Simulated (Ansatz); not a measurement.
A crystal relaxed with r2SCAN+rVV10 in the plane-wave code Ansatz has space group P-3m1 (No. 164) and a = 4.247 Å, c = 20.692 Å.

```csv
atom,site,x,y,z
Cd,2d,0.6667,0.3333,0.3332
Cd,1a,0.0000,0.0000,0.0000
Xx,2d,0.3333,0.6667,0.0831
Xx,2d,0.3333,0.6667,0.4162
Xx,2c,0.0000,0.0000,0.2501
```

With r2SCAN the valence top lies at k = (-1/8, 0, 0.203) and the conduction bottom at M, 2.64 eV higher; the smallest vertical gap, at M, is 2.78 eV. With HSE06 the valence top lies at k = (-1/8, 0, 0.203) and the conduction bottom at M, 3.14 eV higher; the smallest vertical gap, at M, is 3.30 eV. With PBE0 the valence top lies at k = (-1/8, 0, 0.203) and the conduction bottom at M, 3.83 eV higher; the smallest vertical gap, at M, is 3.99 eV. Meshes: r2SCAN 12×12×2, HSE06 6×6×2, PBE0 6×6×2.

Q: Which element is Xx?
A. I
B. F
C. Br
D. H

A: A. Xx is I: CdI₂ (P-3m1) from a database of computed structures. Cd is surrounded by 6 I at 2.99 Å; I is surrounded by 3 Cd at 2.99 Å.

No spin polarisation and no zero-point or thermal motion.

Spin-orbit coupling is left out, which matters wherever the heavy atoms make up the band edges.

Where an edge lies off the special points, it is a point of the mesh or the k point where a search put PBE's edge or least direct gap, reused for the other functionals, whose own edges may lie a little apart.

Coordinates of k points refer to the reciprocal vectors of the primitive cell of the runs.

The meshes of the hybrids are coarse, so their gaps aren't converged to the digits shown.
